I have relaxed zincblende GaP with PBE at six pressures, where a negative pressure means that the crystal is pulled apart. A separate run at zero pressure gives a direct gap of 1.583 eV.

Zincblende GaP (conventional a = 5.505 Å at zero pressure), relaxed under hydrostatic pressure with its symmetry kept. The runs use Ansatz 0.2.0 with PBE, scalar-relativistic plane-wave PAW, no spin polarisation, a 420 eV cutoff and Gaussian smearing of 0.02 eV. Changes are relative to the cell relaxed at zero pressure.

```csv
applied pressure (GPa),k mesh,volume change (%),enthalpy change (eV/atom),energy change (meV/atom),band gap (eV),gap kind
-3,8×8×8,4.44,-0.399,8.9,1.233,direct
3,8×8×8,-3.49,0.384,6.7,1.582,indirect
8,8×8×8,-8.18,0.996,39.6,1.488,indirect
15,10×10×10,-13.21,1.807,112.9,1.365,indirect
30,10×10×10,-20.76,3.423,328.5,1.133,indirect
60,10×10×10,-30.07,6.319,857.0,0.747,indirect
```

My questions, from the simple to the harder:

1. Why is the gap larger at 3 GPa than at −3 GPa, but smaller again at 8 GPa and beyond?
2. Why doesn't compression move all conduction states alike?
3. At which pressure is the gap largest?
4. Why does −3 GPa cost more energy than 3 GPa?
5. Why does each further GPa lower the gap by less?
6. Does the large enthalpy change at 60 GPa mean that the crystal is about to turn into a metal?
7. Which of these gaps, and which digits, can I trust?

## Answer

### 1. The turn in the gap

The gap is the distance from the top of the valence band to the lowest conduction state, and that lowest state isn't the same one in all rows. The valence top stays at Γ, the centre of the Brillouin zone. At −3 GPa and at zero pressure the conduction minimum lies at Γ too, so the gap is direct. From 3 GPa upward it lies at or near X, on the zone boundary, and the gap is indirect.

Compression drives the Γ valley up quickly, while the gap to the X valley shrinks slowly. The smaller of the two distances is the gap. It therefore rises as long as Γ is lowest and falls once X has taken over.

### 2. Why the valleys differ

The conduction state at Γ is built from s orbitals on Ga and P with opposite signs, so it has a node in every bond. At Γ, symmetry forbids these s orbitals to mix with p orbitals that could soften the effect. Shorter bonds mean stronger overlap, and stronger overlap pushes such an antibonding state up. The valence top is a bonding combination of p orbitals, which doesn't share this push, so the direct gap opens.

At X, s and p orbitals may mix, and much of the electron density sits in the open spaces of the lattice rather than across the bonds. Such a state feels a shorter bond far less. That its distance from the valence top even shrinks may come from mixing with higher, d-like states, which compression strengthens; an upward push on the valence top from the filled Ga 3d shell would act the same way. This orbital picture is an argument from theory; the runs give band energies but no orbital weights to test it.

The same reasoning serves for related semiconductors: first find out which valley is lowest. GaAs, with its minimum at Γ, is known to widen its gap under pressure until X takes over. Silicon, with its minimum near X, is known to narrow it from the start.

### 3. The largest gap

The maximum lies between your runs at zero and at 3 GPa. Their gaps happen to be almost equal, but one is on the rising side and the other on the falling side. To locate it, let each gap follow a straight line in $x=\ln(V/V_0)$, where $V$ is the volume and $V_0$ its value at zero pressure. The Γ line starts at the zero-pressure gap, and its slope is fitted to the lowest direct gaps at −3, 3 and 8 GPa. The X line is drawn through the table's gaps at 3 and 8 GPa, with a slope of 1.89 eV.

At 3 GPa the volume change of −3.49 % means $x=-0.0355$. Carried back to $x=0$, the X gap is $1.582+1.89\times0.0355=1.649$ eV. The two lines are then

$$E_\Gamma = 1.583-8.25\,x,\qquad E_X = 1.649+1.89\,x \quad\text{(in eV)}.$$

They meet at

$$x=-\frac{1.649-1.583}{8.25+1.89}=-0.0065 .$$

With a bulk modulus of 76 GPa, this compression takes about 0.5 GPa, and the gap there is about 1.64 eV. No run lies at the crossing to check it. If the X gaps are taken from the k mesh of the runs instead, which can miss the minimum near X, the crossing moves to 0.9 GPa, so Γ and X cross somewhere below about 1 GPa. This treats the gap as a contest of two valleys only. The runs show merely that the third valley, at L, isn't the lowest at zero or at 3 GPa. It is expected to rise more slowly than Γ, and if it lies close above Γ at zero pressure it could take over in between, which would lower the peak and shift it to a somewhat higher pressure.

The Γ line forecasts the direct gap well at 15 and 30 GPa, which were not in the fit. At 60 GPa it is about 1 eV too high: the lowest direct gap is the same at 60 as at 30 GPa, so another state or another k point has probably become the lowest.

### 4. Pulling against pushing

The crystal gives way more when pulled: its volume grows by 4.44 % at −3 GPa but shrinks by only 3.49 % at 3 GPa. Stretched bonds soften, while shortened bonds meet a steeper repulsion. At such small pressures the stored energy is roughly half the pressure times the volume change. That gives 8.7 and 6.8 meV per atom, close to the computed energy changes. The rule fails as the crystal stiffens: at 60 GPa it gives 1174 meV against the computed 857.0.

### 5. The fading effect of each GPa

Two changes work against each other here. The crystal stiffens, so in the step from 30 to 60 GPa each GPa compresses it only 0.42 times as much as between 3 and 8 GPa. But the X gap responds 1.64 times as strongly to the same relative compression. The product is about 0.68, and the loss of gap per GPa drops accordingly, from 19 to 13 meV.

The stiffening thus wins, though not by as much as it would alone. This also explains why neither simple law reaches 60 GPa. A line in $\ln V$, fitted to the gaps from 3 to 15 GPa, leaves the gap there 0.18 eV too large; a line in pressure through 3 and 15 GPa makes it 0.20 eV too small. Part of the growing response may come from the shape of the valley: at 8, 30 and 60 GPa the table's gap lies 44, 15 and 6 meV below the mesh gap at X itself, so the dip beside X flattens under pressure. But the gap at X also falls more steeply per unit of $\ln V$ from 30 to 60 GPa than from 8 to 30 GPa, and the data leave open why.

### 6. Enthalpy and metallisation

No. The enthalpy change at 60 GPa is 6.3 eV per atom, but 86 % of it is the product of pressure and volume, which any crystal carries under load. Compared with the uncompressed crystal at the same pressure, the relaxed one is in fact 1.5 eV per atom lower. Whether it is stable depends on the enthalpy of other structures, which the table doesn't contain.

Zincblende GaP still has a gap of 0.75 eV at 60 GPa. Real GaP becomes metallic by another route: somewhere above 20 GPa it changes to a different, metallic structure. The relaxations keep the starting symmetry and can't follow it there. The rows at 30 and 60 GPa therefore show how the zincblende bands behave, not what a pressure cell would contain.

### 7. What to trust

Trust the directions of the two valleys first, then the slopes, and the absolute gaps least. Don't lean on the third decimal of the indirect gaps, which depend on how finely the region near X is sampled: at 3 GPa, the k mesh of the run gives a gap 0.05 eV above the table's value and most likely misses the minimum there. The zero-pressure gap and its label "direct" come from such a mesh too, and the mesh itself changes between 8 and 15 GPa. The larger error is PBE's own. Measured GaP has a gap of roughly 2.3 eV, and spin-orbit coupling and lattice vibrations, both absent here, would lower the computed gap further.

The direct gap at zero pressure is wrong in kind as well, since real GaP is indirect. Part of the blame falls on the cell, whose edge PBE makes about 1 % too long. With an edge 1 % shorter, the two lines above put the Γ valley 0.24 eV above the X valley, enough to restore the right order. For a light emitter this matters, because an indirect gap radiates weakly: the PBE label "direct" would promise a brightness that the pure crystal doesn't have.

The printed analysis below gives the slopes step by step. Before you quote a pressure coefficient, check that both runs have their conduction minimum in the same valley. Your rows at −3 and 3 GPa give a rise of 58 meV per GPa, yet the direct gap rises by 107 meV per GPa over that range, and the X gap, by the line above, falls. The 58 describes neither valley.

Numerical output:

```
Slopes are from the row above to this row:
  row  gap slope meV/GPa  bulk modulus GPa  gap slope per ln V eV  half P dV meV/atom  PV eV/atom  enthalpy against uncompressed cell at same P eV/atom  mesh gap less table gap meV
   -3                n/a               n/a                    n/a               8.669     -0.4078                                             -0.008438                       -0.105
    3              58.17             75.98                  -4.42               6.814      0.3769                                             -0.006928                        51.24
    8              -18.8             100.4                  1.887               42.59      0.9562                                              -0.04558                        44.17
   15             -17.57             124.2                  2.183                 129       1.695                                                -0.145                        23.87
   30             -15.47             164.8                  2.549               405.3       3.094                                               -0.4822                        15.34
   60             -12.87               240                  3.088                1174       5.462                                                -1.491                         6.36
fit of up on 3 rows (applied_pressure < 10): coefficient of lnv -8.254 +/- 0.072; rms 0.00597, worst -3 -0.00889, leave-one-out rms 0.0116
  rows outside the fit (model, value, miss): 15 1.169, 1.19, -0.0206; 30 1.921, 1.973, -0.0526; 60 2.952, 1.974, 0.978
fit of band_gap on 3 rows ((applied_pressure > 0) & (applied_pressure < 20)): constant 1.657 +/- 0.0083, coefficient of lnv 2.047 +/- 0.085; rms 0.00369, worst 8 -0.00522, leave-one-out rms 0.0136
  rows outside the fit (model, value, miss): -3 1.746, 1.233, 0.513; 30 1.181, 1.133, 0.0481; 60 0.9253, 0.747, 0.178
Valley crossing, volume change in %: -0.6531
Valley crossing, pressure in GPa: 0.4978
Valley crossing, gap in eV: 1.637
Valley crossing from mesh gaps instead, pressure in GPa: 0.9069
Direct gap slope from -3 to 3 GPa in meV/GPa: 106.9
Gamma valley above X valley at a 1 % shorter edge in eV: 0.2393
Gap at 60 GPa from a line in pressure through 3 and 15 GPa in eV: 0.5512
Gap slope per GPa, last step over 3 to 8 GPa step: 0.6844
Compression (ln V) per GPa, last step over 3 to 8 GPa step: 0.4182
Gap slope per ln V, last step over 3 to 8 GPa step: 1.637
PV share of the enthalpy change at 60 GPa in %: 86.43
```
